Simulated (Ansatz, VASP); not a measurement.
## One calculation of LiF, two programs

```
Li F
1.0
     0.00000    2.21129    2.21129
     2.21129    0.00000    2.21129
     2.21129    2.21129    0.00000
Li F
1 1
Direct
  0.00000 0.00000 0.00000
  0.25000 0.25000 0.25000
```

Change from the starting cell: volume scaled by 1.04, PAW files.

Alike in both runs: task electric field gradients; functional PBE; k mesh 16 × 16 × 16; occupations fermi-dirac, width 0.03 eV; no spin polarisation.

|  | VASP | Ansatz |
| --- | --- | --- |
| version | VASP 6.6.1 | Ansatz 0.2.0 |
| potentials or method | VASP PAW PBE potentials, release 64 (Li_sv, F) | PAW with Ansatz's default frozen-core files, scalar-relativistic |
| plane-wave cutoff (eV) | 520 | 420 |
| valence electrons in the cell | 10 | 10 |

```tsv
	VASP	Ansatz	Ansatz less VASP
gap on the k mesh at the Fermi level (eV)	7.43	7.44	+0.009
Vzz of the field gradient on the site that differs most (V/Å²)	0.0	0.0	0.00
```

With one functional, cell and mesh, what is left measures potentials, basis and numerics.

 A k mesh can miss the band edges.
